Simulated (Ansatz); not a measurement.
# Ni (P6_3/mmc) in Ansatz: band structure with r2SCAN

Aim: the band structure of Ni with r2SCAN.

Program: Ansatz 0.2.0. These are calculated values, not measurements. Logs are shortened: lines on timing, memory, paths and dates and some standing lists are left out, and cuts for length are marked.

**1. The crystal as given**

The structure is hexagonal, space group P6_3/mmc (No. 194). The conventional cell has a = 2.448 Å, b = 2.448 Å, c = 4.073 Å, α = 90.00°, β = 90.00°, γ = 120.00°. Ni (site symmetry -6m2) is surrounded by 12 Ni at 2.45 to 2.48 Å.

This isn't the form of Ni at room conditions, which is fcc.

**2. Band structure, r2SCAN, collinear spin, ferromagnetic start**

Contents of input.yaml:

```yaml
crystal:
  lattice:
    - [2.4480228978, 0.0, 0.0]
    - [-1.2240114489, 2.1200500186, 0.0]
    - [0.0, 0.0, 4.07280757]
  atoms:
    - { symbol: Ni, position: [0.6666666667, 0.3333333333, 0.75], spin: 1.0 }
    - { symbol: Ni, position: [0.3333333333, 0.6666666667, 0.25], spin: 1.0 }
hamiltonian:
  xc: r2scan
  pseudopotentials: { kind: paw }
magnetization:
  spin_polarized: true
kpoints:
  mp_grid: { grid: [12, 12, 7] }
  band_path:
    path:
      - [[0.0, 0.0, 0.0], [0.5, 0.0, 0.0], [0.3333333333, 0.3333333333, 0.0], [0.0, 0.0, 0.0], [0.0, 0.0, 0.5], [0.5, 0.0, 0.5], [0.3333333333, 0.3333333333, 0.5], [0.0, 0.0, 0.5]]
      - [[0.5, 0.0, 0.5], [0.5, 0.0, 0.0]]
      - [[0.3333333333, 0.3333333333, 0.0], [0.3333333333, 0.3333333333, 0.5]]
    npoints: 14
scf:
  occupations: { method: fermi_dirac, width: 0.05 }
  n_extra_bands: 6
output:
  forces: true
  stress: true
  eigenvalues: true
  fatbands: false
```

Potentials or basis: Ansatz PAW.

Command:

```bash
ansatz run input.yaml --threads 2 --pin off --max-ram 5632MiB --backend cpu --events-out ev --progress --plain --runs-dir out
```

Log:

```text
Warning: RAYON_NUM_THREADS=2 ignored (pool sized by the plan → 2); use --threads N
scf.n_extra_bands = 6 over 18 filled bands (N_el = 36.0): the run solves 24 bands
Engine: ansatz 0.2.0, aarch64-unknown-linux-gnu
Pseudopotentials: kind: paw
Pseudopotential: Ni, paw, valence charge 18, recommended cutoff 500 eV (meta_gga), Ni.paw.azcp
Functional definition: r2SCAN
  parameter k0 = 0.174
  parameter k1 = 0.065
  parameter a1 = 4.9479
  exchange = r2scan_x(k0 = k0, k1 = k1, a1 = a1)
  correlation = r2scan_c
Crystal: 2 atoms, lattice volume = 21.138 Å³
Basis set: ecut = 500 eV, 549 PW (Γ), exchange–correlation on 72×72×120 points (64 copies of the dense FFT grid, shifted against one another)
Bands: 24, of which v1, the nominal top of the filled ones, is band 18 counted from 1 (17 counted from 0)
Symmetry: 24 space group operations
Space group: P63/mmc (ITA 194), of the structure as read, at distance tolerance 2.8e-5 Å
Magnetic group: BNS 194.263 (UNI 1493), of the structure as read, at distance tolerance 2.8e-5 Å
k-points: 76 of 1008
Non-local potential: Ni, projectors of the file, l = 0: 3, l = 1: 2, l = 2: 3, l = 3: 1
PAW form: soft (Blöchl's): semilocal exchange-correlation on the pseudo side does not see the compensation charge
PAW frozen core: Ni, regenerated for the run's functional (the file was generated under x = pbe(κ = 0.804, μ = 0.2195149727645171), c = pbe(β = 0.06672455060314922))
PAW one-centre angular grid: Ni, 590 points (default); XC on 160 Gauss nodes
Initial density: superposition of atomic densities (chi_scale 0.1, normalization cell)
Starting moments: Σ|m| = 2 μB on 2 of 2 sites
Initial wavefunctions: pseudopotential atomic-orbital guess
Functional: x = r2scan, c = r2scan; τ floored in thin density (d = 2e-4 eV/Å³)
iter 1 solved again at ethr=2.26e-3 eV; its pass at ethr=3.10e-3 eV (dr2=8.12e-1 eV) is discarded
SCF iter   1: F=—  HF=-11688.855682 eV  |F-HF|=—  |Δ(HF+E_count)|=         —  Δρ=6.13e-2 (↑1.12e-2 ↓6.13e-2)  dr2=6.38e-1  dr2_τ=1.01e-2  dr2_m=1.57e-1  M=1.926 μB ∫|m|=2.092 μB  β_m=1.00  ethr=2.26e-3  ⟨swp⟩=3.8  Hψ=22319  notcnv=0
Mixer restart at iter 1: flushing history
preconditioner: auto → none  [metal: Δε(μ)=0.004 eV  Ē_g=11.786 eV  σ=0.050 eV  W_gap=0.02  n_scr=8 (ndim 8)  ℏωp=36.1 eV  f_vac=0.000  D(μ)=3.45/eV (n_scr^D=54)  sad-step TF]
SCF iter   2: F=—  HF=-11688.608036 eV  |F-HF|=—  |Δ(HF+E_count)|=         —  Δρ=1.47e-2 (↑8.46e-3 ↓1.47e-2)  dr2=2.19e-2  dr2_τ=1.34e-3  dr2_m=8.68e-3  M=1.756 μB ∫|m|=2.049 μB  β_m=1.00  ethr=1.77e-3  ⟨swp⟩=4.5  Hψ=7314  notcnv=0  defer=3
Mixer restart at iter 2: flushing history
SCF iter   3: F=—  HF=-11689.350657 eV  |F-HF|=—  |Δ(HF+E_count)|=         —  Δρ=1.92e-2 (↑7.22e-3 ↓1.92e-2)  dr2=5.06e-2  dr2_τ=3.09e-4  dr2_m=9.92e-3  M=1.646 μB ∫|m|=1.980 μB  β_m=1.00  ethr=6.07e-5  ⟨swp⟩=2.8  Hψ=8667  notcnv=0  defer=113
Mixer restart at iter 3: flushing history
SCF iter   4: F=—  HF=-11689.827034 eV  |F-HF|=—  |Δ(HF+E_count)|=   4.76e-1  Δρ=9.83e-3 (↑7.07e-3 ↓9.83e-3)  dr2=2.51e-2  dr2_τ=2.26e-4  dr2_m=4.60e-4  M=1.625 μB ∫|m|=1.969 μB  β_m=1.00  ethr=6.07e-5  ⟨swp⟩=2.9  Hψ=7624  notcnv=0  defer=113  κ⁻¹=1.0e0(r=1)
SCF iter   5: F=—  HF=-11690.307279 eV  |F-HF|=—  |Δ(HF+E_count)|=   4.80e-1  Δρ=8.42e-3 (↑5.06e-3 ↓8.42e-3)  dr2=2.24e-2  dr2_τ=4.89e-5  dr2_m=5.70e-4  M=1.593 μB ∫|m|=1.933 μB  β_m=1.00  ethr=6.07e-5  ⟨swp⟩=3.0  Hψ=7764  notcnv=0  defer=113  κ⁻¹=1.7e-1(r=2)
SCF iter   6: F=—  HF=-11690.381471 eV  |F-HF|=—  |Δ(HF+E_count)|=   7.42e-2  Δρ=7.27e-3 (↑4.18e-3 ↓7.27e-3)  dr2=1.74e-2  dr2_τ=4.17e-5  dr2_m=4.80e-4  M=1.586 μB ∫|m|=1.922 μB  β_m=1.00  ethr=6.07e-5  ⟨swp⟩=2.0  Hψ=4611  notcnv=0  defer=117  κ⁻¹=1.5e-2(r=3)
SCF iter   7: F=—  HF=-11690.460279 eV  |F-HF|=—  |Δ(HF+E_count)|=   7.88e-2  Δρ=4.63e-3 (↑2.54e-3 ↓4.63e-3)  dr2=6.12e-3  dr2_τ=8.21e-6  dr2_m=2.49e-4  M=1.568 μB ∫|m|=1.884 μB  β_m=1.00  ethr=4.83e-5  ⟨swp⟩=2.4  Hψ=5668  notcnv=0  defer=117  κ⁻¹=6.9e-4(r=4)
SCF iter   8: F=—  HF=-11690.499555 eV  |F-HF|=—  |Δ(HF+E_count)|=   3.93e-2  Δρ=2.01e-3 (↑1.86e-3 ↓2.01e-3)  dr2=6.54e-5  dr2_τ=4.00e-6  dr2_m=6.03e-4  M=1.522 μB ∫|m|=1.829 μB  β_m=1.00  ethr=1.70e-5  ⟨swp⟩=2.5  Hψ=7267  notcnv=0  defer=118  κ⁻¹=6.2e-4(r=4)
SCF iter   9: F=—  HF=-11690.494801 eV  |F-HF|=—  |Δ(HF+E_count)|=   4.75e-3  Δρ=1.28e-2 (↑1.04e-2 ↓1.28e-2)  dr2=2.67e-3  dr2_τ=6.52e-4  dr2_m=2.56e-2  M=1.453 μB ∫|m|=1.816 μB  β_m=1.00  ethr=1.82e-7  ⟨swp⟩=3.1  Hψ=10130  notcnv=0  defer=124
Mixer restart at iter 9: flushing history
SCF iter  10: F=—  HF=-11690.498267 eV  |F-HF|=—  |Δ(HF+E_count)|=   3.47e-3  Δρ=1.46e-3 (↑1.45e-3 ↓1.46e-3)  dr2=2.73e-4  dr2_τ=2.28e-5  dr2_m=2.09e-4  M=1.466 μB ∫|m|=1.790 μB  β_m=1.00  ethr=1.82e-7  ⟨swp⟩=3.0  Hψ=7543  notcnv=0  defer=121  κ⁻¹=1.0e0(r=1)
SCF iter  11: F=—  HF=-11690.500818 eV  |F-HF|=—  |Δ(HF+E_count)|=   2.55e-3  Δρ=7.56e-4 (↑7.56e-4 ↓6.17e-4)  dr2=1.92e-4  dr2_τ=1.98e-6  dr2_m=9.08e-6  M=1.472 μB ∫|m|=1.785 μB  β_m=1.00  ethr=1.82e-7  ⟨swp⟩=2.0  Hψ=6573  notcnv=0  defer=121  κ⁻¹=5.3e-3(r=2)
SCF iter  12: F=—  HF=-11690.501605 eV  |F-HF|=—  |Δ(HF+E_count)|=   7.86e-4  Δρ=4.20e-4 (↑4.16e-4 ↓4.20e-4)  dr2=5.00e-5  dr2_τ=1.07e-6  dr2_m=6.65e-7  M=1.474 μB ∫|m|=1.784 μB  β_m=1.00  ethr=1.82e-7  ⟨swp⟩=2.0  Hψ=6441  notcnv=0  defer=122  κ⁻¹=2.2e-3(r=3)
SCF iter  13: F=—  HF=-11690.501937 eV  |F-HF|=—  |Δ(HF+E_count)|=   3.33e-4  Δρ=2.90e-4 (↑2.47e-4 ↓2.90e-4)  dr2=1.12e-5  dr2_τ=1.48e-7  dr2_m=8.19e-6  M=1.477 μB ∫|m|=1.786 μB  β_m=1.00  ethr=1.39e-7  ⟨swp⟩=2.0  Hψ=6409  notcnv=0  defer=123  κ⁻¹=2.2e-4(r=4)
SCF iter  14: F=—  HF=-11690.502015 eV  |F-HF|=—  |Δ(HF+E_count)|=   7.83e-5  Δρ=1.04e-4 (↑1.04e-4 ↓6.18e-5)  dr2=1.92e-6  dr2_τ=8.60e-9  dr2_m=3.18e-7  M=1.478 μB ∫|m|=1.789 μB  β_m=1.00  ethr=3.11e-8  ⟨swp⟩=2.1  Hψ=6429  notcnv=0  defer=123  κ⁻¹=2.2e-5(r=5)
SCF iter  15: F=—  HF=-11690.502023 eV  |F-HF|=—  |Δ(HF+E_count)|=   7.87e-6  Δρ=5.17e-5 (↑5.17e-5 ↓4.15e-5)  dr2=4.04e-7  dr2_τ=3.89e-9  dr2_m=8.61e-8  M=1.478 μB ∫|m|=1.790 μB  β_m=1.00  ethr=5.33e-9  ⟨swp⟩=2.3  Hψ=5704  notcnv=0  defer=123  κ⁻¹=7.6e-7(r=6)
SCF iter  16: F=—  HF=-11690.502032 eV  |F-HF|=—  |Δ(HF+E_count)|=   8.47e-6  Δρ=2.93e-5 (↑2.56e-5 ↓2.93e-5)  dr2=6.24e-8  dr2_τ=1.53e-9  dr2_m=3.28e-8  M=1.479 μB ∫|m|=1.791 μB  β_m=1.00  ethr=1.12e-9  ⟨swp⟩=2.1  Hψ=6318  notcnv=0  defer=123  κ⁻¹=1.7e-7(r=7)
SCF iter  17: F=—  HF=-11690.502036 eV  |F-HF|=—  |Δ(HF+E_count)|=   3.92e-6  Δρ=3.44e-5 (↑1.65e-5 ↓3.44e-5)  dr2=2.37e-7  dr2_τ=5.57e-10  dr2_m=1.88e-8  M=1.480 μB ∫|m|=1.791 μB  β_m=1.00  ethr=1.73e-10  ⟨swp⟩=3.0  Hψ=7507  notcnv=0  defer=123  κ⁻¹=5.4e-8(r=8)
SCF iter  18: F=—  HF=-11690.502036 eV  |F-HF|=—  |Δ(HF+E_count)|=   7.07e-8  Δρ=1.68e-5 (↑1.57e-5 ↓1.68e-5)  dr2=9.70e-8  dr2_τ=2.39e-10  dr2_m=2.37e-9  M=1.480 μB ∫|m|=1.792 μB  β_m=1.00  ethr=1.73e-10  ⟨swp⟩=2.0  Hψ=6399  notcnv=0  defer=123  κ⁻¹=5.5e-6(r=8)
SCF iter  19: F=—  HF=-11690.502036 eV  |F-HF|=—  |Δ(HF+E_count)|=   9.03e-8  Δρ=1.43e-5 (↑4.09e-6 ↓1.43e-5)  dr2=1.54e-8  dr2_τ=7.86e-11  dr2_m=1.19e-8  M=1.480 μB ∫|m|=1.792 μB  β_m=1.00  ethr=1.73e-10  ⟨swp⟩=2.0  Hψ=5999  notcnv=0  defer=123  κ⁻¹=9.1e-6(r=8)
SCF iter  20: F=—  HF=-11690.502036 eV  |F-HF|=—  |Δ(HF+E_count)|=   2.57e-8  Δρ=1.10e-5 (↑3.45e-6 ↓1.10e-5)  dr2=8.53e-9  dr2_τ=3.73e-11  dr2_m=8.31e-9  M=1.480 μB ∫|m|=1.792 μB  β_m=1.00  ethr=4.29e-11  ⟨swp⟩=2.4  Hψ=5460  notcnv=0  defer=123  κ⁻¹=4.8e-6(r=8)
SCF iter  21: F=—  HF=-11690.502036 eV  |F-HF|=—  |Δ(HF+E_count)|=   2.52e-7  Δρ=6.18e-6 (↑1.03e-6 ↓6.18e-6)  dr2=4.58e-9  dr2_τ=8.82e-12  dr2_m=2.00e-9  M=1.480 μB ∫|m|=1.791 μB  β_m=1.00  ethr=2.37e-11  ⟨swp⟩=2.1  Hψ=6430  notcnv=0  defer=123  κ⁻¹=7.7e-7(r=8)
SCF iter  22: F=-11690.502036 eV  HF=-11690.502036 eV  |F-HF|=9.37e-9  |Δ(HF+E_count)|=   3.61e-8  Δρ=1.28e-6 (↑1.28e-6 ↓6.18e-7)  dr2=2.29e-10  dr2_τ=2.12e-12  dr2_m=7.88e-11  M=1.479 μB ∫|m|=1.791 μB  ethr=1.27e-11  ⟨swp⟩=6.2  Hψ=14330  notcnv=0
SCF 1 converged in 22 iterations: F = -11690.502036 eV  dr2 = 2.29e-10
at 1 of the mixer's solves, the last at iteration 8, it left a direction of its history that read negative out of its fit and stepped the other way along it
this state was not tested for a lower state beside it, because the mixer in use, unlike msr1, does not test its closes by its own steps (another_mixer; see scf.mixing.algorithm and scf.lower_state_search)
NSCF: frozen V_eff on 129 k-points
SCF converged after 22 iterations
Magnetization: 1.4795 μB (18.7397 up, 17.2603 down)
Absolute magnetization: 1.7936 μB (∫|ρ↑−ρ↓|, with the PAW one-centre terms)
Spin contamination: 0.0362 ħ² per cell (⟨S²⟩ above its minimum at these occupations)
Per-site moments (μB) at R_I (Å): [(0.8043226182995485, 1.0098094453565998), (0.8043226182995484, 1.0098094453565998)]
Free energy (F): -11690.502036 eV
Harris-Foulkes:  -11690.502036 eV  (|F-HF|=9.37e-9)
Internal energy: -11690.474472 eV  (E = F + TS)
E sigma→0 (E₀):  -11690.488254 eV
Entropy (-TS):   -0.027564 eV (-13.782 meV/atom)
Fermi energy:    18.739730 eV
--- Per-component energies (eV) ---
  E_band       = -598.779718
  E_kinetic    = 564.445174
  E_local      = -6791.910208  (includes V_loc(G=0)·N_el)
  E_nonlocal   = 1280.674400
  E_hartree    = 2842.725422
  E_xc         = -157.781175
  E_vxc        = -234.268862  (∫ρ·V_xc dr)
  E_paw        = -3288.154664  (= ΣΔE_a)
  E_vpaw       = -1120.547900  (= ΣTr[D̂ρ^β])
  E_aug_tail   = 0.000475  (compensation charges beyond the density's cutoff)
  E_vtau       = 17.377838  (kinetic-family band-sum trace: ∫τ·v_τ [+ j·A + Jᵃ·Aᵃ] dr)
  E_ewald      = -6139.873759
  E_core_change = -0.600137  (= ΣΔE_core)
  E_smearing   = -0.027564  (= −TS)
  E_closure    = 0.000000  (closes the sum)
  Σ components = -11690.502036   (vs F -11690.502036, Δ=0.00e0)
--- Forces (eV/Å), atoms counted from 1 ---
  atom   1  Ni    -0.00000000    -0.00000000     0.00000000
  atom   2  Ni     0.00000000     0.00000000     0.00000000
  max |Σ_I F_I| component: 9.25e-18 eV/Å
--- Stress (GPa, compression-positive) ---
       -0.309303      -0.000000       0.000000
       -0.000000      -0.309303       0.000000
        0.000000       0.000000      -1.007716
  P = ⅓ Tr σ = -0.5421 GPa (-5.421 kbar)
--- Band table (eV; the first three rows and the last of 152) ---
  k-point 0 ↑: bands = ["-89.0194", "-88.9838", "-47.9587", "-47.8399", "-47.8399", "-47.8085", "-47.8085", "-47.7249", "9.0309", "13.2338", "15.6385", "15.8436", "15.8436", "16.1071", "16.1071", "16.7306", "16.7306", "17.6775", "17.6775", "18.0038", "24.2806", "42.3908", "44.7547", "44.8219"]
  k-point 1 ↑: bands = ["-89.0176", "-88.9855", "-47.9472", "-47.8384", "-47.8384", "-47.8100", "-47.8100", "-47.7366", "9.2369", "13.1532", "15.5942", "15.8182", "15.8182", "16.0682", "16.0682", "16.8176", "16.8176", "17.2337", "17.6587", "17.6587", "25.5087", "42.1618", "42.8449", "45.0223"]
  k-point 2 ↑: bands = ["-89.0127", "-88.9905", "-47.9150", "-47.8340", "-47.8340", "-47.8144", "-47.8144", "-47.7693", "9.8389", "12.7695", "15.4831", "15.7854", "15.7854", "15.9729", "15.9729", "16.0428", "17.0222", "17.0222", "17.5905", "17.5905", "28.2015", "38.8627", "42.6080", "44.2682"]
  k-point 75 ↓: bands = ["-87.6357", "-87.6357", "-46.6714", "-46.6714", "-46.6430", "-46.6273", "-46.5061", "-46.5061", "15.3942", "15.5007", "15.5122", "15.5122", "16.2728", "16.2728", "17.5282", "17.7134", "19.0005", "19.0005", "24.6701", "24.6701", "25.6872", "27.0000", "28.7860", "28.7860"]
```

Run time: 15 s. Hardware: 2 threads of Arm Neoverse V2, shared host; peak memory 0.4 GiB.

What came out:

| Item | Value |
| --- | --- |
| Free energy | -11690.5020 eV |
| Pressure | -0.5 GPa |
| Band gap on the k mesh | none (metal or under the smearing width) |
| Net moment | 1.48 μB per cell |
| Absolute moment | 1.79 μB per cell |
| Site moments | Ni +0.80 μB |

Levels at the corners of the path, in eV from the Fermi level:
Spin up:
| point | band 16 | band 17 | band 18 | band 19 | band 20 | band 21 |
| --- | --- | --- | --- | --- | --- | --- |
| Γ | -2.01 | -2.01 | -1.06 | -1.06 | -0.74 | 5.54 |
| M | -1.05 | -0.94 | -0.90 | 0.93 | 3.04 | 9.62 |
| K | -1.41 | -1.41 | -1.15 | 4.40 | 5.26 | 5.26 |
| Γ | -2.01 | -2.01 | -1.06 | -1.06 | -0.74 | 5.54 |
| A | -2.91 | -1.38 | -1.38 | -1.38 | -1.38 | 14.53 |
| L | -1.46 | -0.98 | -0.98 | 1.35 | 1.35 | 7.08 |
| H | -2.19 | -1.16 | -1.16 | 5.67 | 5.67 | 7.25 |
| A | -2.91 | -1.38 | -1.38 | -1.38 | -1.38 | 14.53 |
| L | -1.46 | -0.98 | -0.98 | 1.35 | 1.35 | 7.08 |
| M | -1.05 | -0.94 | -0.90 | 0.93 | 3.04 | 9.62 |
| K | -1.41 | -1.41 | -1.15 | 4.40 | 5.26 | 5.26 |
| H | -2.19 | -1.16 | -1.16 | 5.67 | 5.67 | 7.25 |
Spin down:
| point | band 12 | band 13 | band 14 | band 15 | band 16 | band 17 | band 18 | band 19 | band 20 | band 21 |
| --- | --- | --- | --- | --- | --- | --- | --- | --- | --- | --- |
| Γ | -1.72 | -1.68 | -1.42 | -1.42 | -1.11 | -1.11 | -0.94 | -0.10 | -0.10 | 6.32 |
| M | -2.32 | -2.04 | -1.95 | -1.33 | 0.08 | 0.30 | 0.43 | 1.82 | 3.67 | 9.73 |
| K | -3.26 | -2.29 | -2.29 | -1.21 | -0.20 | 0.09 | 0.09 | 4.85 | 5.71 | 5.71 |
| Γ | -1.72 | -1.68 | -1.42 | -1.42 | -1.11 | -1.11 | -0.94 | -0.10 | -0.10 | 6.32 |
| A | -2.15 | -1.78 | -1.78 | -1.78 | -1.78 | -0.38 | -0.38 | -0.38 | -0.38 | 14.79 |
| L | -3.12 | -1.04 | -1.04 | -0.34 | -0.34 | 0.38 | 0.38 | 1.51 | 1.51 | 7.58 |
| H | -3.22 | -2.48 | -2.48 | -1.14 | -1.14 | 0.27 | 0.27 | 5.95 | 5.95 | 7.58 |
| A | -2.15 | -1.78 | -1.78 | -1.78 | -1.78 | -0.38 | -0.38 | -0.38 | -0.38 | 14.79 |
| L | -3.12 | -1.04 | -1.04 | -0.34 | -0.34 | 0.38 | 0.38 | 1.51 | 1.51 | 7.58 |
| M | -2.32 | -2.04 | -1.95 | -1.33 | 0.08 | 0.30 | 0.43 | 1.82 | 3.67 | 9.73 |
| K | -3.26 | -2.29 | -2.29 | -1.21 | -0.20 | 0.09 | 0.09 | 4.85 | 5.71 | 5.71 |
| H | -3.22 | -2.48 | -2.48 | -1.14 | -1.14 | 0.27 | 0.27 | 5.95 | 5.95 | 7.58 |

Caveat: the magnetic or orbital state may not be the lowest; the PAW data sets come from PBE, with cores solved anew for the run's functional, which leaves a small shift of forces and pressure.
